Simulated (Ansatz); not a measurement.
This script makes an equation of state with a fit of Si, space group I4/mmm with the Python package of Ansatz (0.2.0).

Script `eos.py`:
```python
# -*- coding: utf-8 -*-
"""Bulk modulus of Si from an E(V) curve."""

import warnings

import ansatz as az
import numpy as np
from scipy.optimize import curve_fit

params = {
    "functional": "pbe",
    "occupations": "Fermi-Dirac",
    "smearing_width": 0.1,
    "tolerance": 1e-09,
    "kmesh": (7, 7, 7),
}

vectors0 = np.array([
    [-3.32544429, 3.32544429, 1.92238566],
    [3.32544429, -3.32544429, 1.92238566],
    [3.32544429, 3.32544429, -1.92238566],
])
sites = [
    ("Si", (0.17880106, 0.17880106, 0.35760212)),
    ("Si", (0.82119894, 0.82119894, 0.64239788)),
    ("Si", (0.17880106, 0.82119894, 0.0)),
    ("Si", (0.82119894, 0.17880106, 0.0)),
]


def on_lattice(cell):
    crystal = az.Crystal(lattice=az.Lattice.of(cell))
    for symbol, position in sites:
        crystal = crystal.atom(symbol, position)
    return crystal

def vinet(v, e0, v0, b0, b1):
    eta = (v / v0) ** (1 / 3)
    return e0 + 2 * b0 * v0 / (b1 - 1) ** 2 * (2 - (5 + 3 * b1 * (eta - 1) - 3 * eta) * np.exp(-1.5 * (b1 - 1) * (eta - 1)))

warnings.simplefilter("ignore", az.DeckWarning)

# uniform scaling of the cell
volumes, energies = [], []
for scale in np.linspace(0.88, 1.12, 7):
    cell = vectors0 * scale ** (1 / 3)
    base = (
        on_lattice(cell).calculation()
        .functional(params["functional"])
        .basis(34 * az.Ry)
        .occupations(params["occupations"], width=params["smearing_width"])
        .scf(tolerance=params["tolerance"])
        .kpoints(*params["kmesh"])
    )
    summary = base.run(threads=1).report
    volumes.append(abs(np.linalg.det(cell)) / len(sites))
    energies.append(summary["free_energy_ev"] / len(sites))
    print(f"V = {volumes[-1]:8.4f} A^3/atom  F = {energies[-1]:.5f} eV/atom")

guess = (min(energies), volumes[int(np.argmin(energies))], 0.5, 4.5)
(e0, v0, b0, b1), _ = curve_fit(vinet, np.array(volumes), np.array(energies), p0=guess, maxfev=20000)
print(f"Vinet fit: V0 = {v0:.4f} A^3/atom, B0 = {160.21766 * b0:.1f} GPa, B1 = {b1:.2f}")
print("largest residual", round(1000 * float(np.abs(vinet(np.array(volumes), e0, v0, b0, b1) - energies).max()), 3), "meV/atom")
```

Its results, one of them left out:

| V (Å³/atom) | F less the lowest row shown (meV/atom) |
| --- | --- |
| 18.708 | 125.75 |
| 19.558 | 57.40 |
| 20.409 | 17.23 |
| 21.259 | 0.00 |
| 22.109 | ? |
| 22.960 | 18.03 |
| 23.810 | 46.86 |

What is the missing energy at 22.109 Å³ an atom?

A third-order Birch-Murnaghan fit, E = E0 + (9 V0 B0 / 16) [(t - 1)³ B' + (t - 1)² (6 - 4t)] with t = (V0/V)^(2/3), through the 6 rows shown gives V0 = 21.606 Å³, B0 = 81.6 GPa, B' = 4.23 and E0 = -1.43 meV. At V = 22.109 Å³, t = 0.98478, and the fit interpolates to 1.43 meV. The run gave 1.43 meV, a miss of 0.00 meV.

Reading the output:
- Shape and fractional positions are held along the curve, so the bulk modulus is an upper value where they are free to relax.
- This isn't the structure that Si takes at ambient conditions.
- Finished in 19 s on 1 thread of Arm Neoverse V1, with other jobs on the host, peak memory 0.45 GiB.
